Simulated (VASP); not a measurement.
Wanted: the native input for a VASP 6.6.1 run.

```
Task                   : single point
Functional             : r2SCAN
Potentials or basis    : VASP PAW PBE potentials, release 64 (Sb)
Cutoff                 : 520 eV
k mesh                 : 4 × 4 × 4
Occupations            : methfessel-paxton, width 0.3 eV
Spin                   : no spin polarisation
Dipole correction      : no
Further INCAR settings : ALGO = Normal; EDIFF = 1e-06; NBANDS = 8
```

Sb:

```
Sb
1.0
    -1.50500    1.50500    2.48000
     1.50500   -1.50500    2.48000
     1.50500    1.50500   -2.48000
Sb
1
Direct
  0.00000 0.00000 0.00000
```

This isn't the form of Sb at room conditions, which is rhombohedral.

The input as run:

POSCAR

```
Sb
1.0
   -1.5050000000      1.5050000000      2.4800000000
    1.5050000000     -1.5050000000      2.4800000000
    1.5050000000      1.5050000000     -2.4800000000
Sb
1
Direct
    0.0000000000      0.0000000000      0.0000000000
```

INCAR.step1

```
SYSTEM = Sb
PREC = Accurate
ENCUT = 520
ISMEAR = 1
SIGMA = 0.3
LREAL = .False.
LASPH = .True.
NELM = 60
NBANDS = 8
GGA = PE
ALGO = Normal
EDIFF = 1E-4
LWAVE = .True.
LCHARG = .False.
```

INCAR.step2

```
SYSTEM = Sb
PREC = Accurate
ENCUT = 520
EDIFF = 1E-6
ISMEAR = 1
SIGMA = 0.3
LREAL = .False.
LASPH = .True.
NELM = 60
ALGO = Normal
ISIF = 2
LWAVE = .False.
LCHARG = .True.
METAGGA = R2SCAN
LMIXTAU = .True.
LELF = .True.
LVHAR = .True.
NBANDS = 8
ISTART = 1
```

KPOINTS

```
regular mesh
0
Gamma
  4 4 4
  0 0 0
```

Potentials or basis: VASP PAW PBE potentials, release 64 (Sb).

The run is started by

```sh
$ cat potpaw_PBE.64/Sb/POTCAR > POTCAR
$ cp INCAR.step1 INCAR
$ mpirun -np 1 vasp_std > vasp.out
$ cp INCAR.step2 INCAR
$ mpirun -np 1 vasp_std > vasp.out
```

Results of the run:

| Property | Result |
| --- | --- |
| Pressure | 17.3 GPa |
| Band gap on the k mesh | none (metal or under the smearing width) |

Caveat: the k mesh is coarse (spacing up to 0.74 Å⁻¹), so the values aren't converged; so large a pressure means that the cell lies far from this level's equilibrium, or that cutoff or potentials fall short; the potentials were made for another functional, which shifts forces and pressure.

It took 5.9 s on 1 thread of Intel(R) Xeon(R) 6975P-C (Granite Rapids) (shared host), peak memory 0.14 GiB.
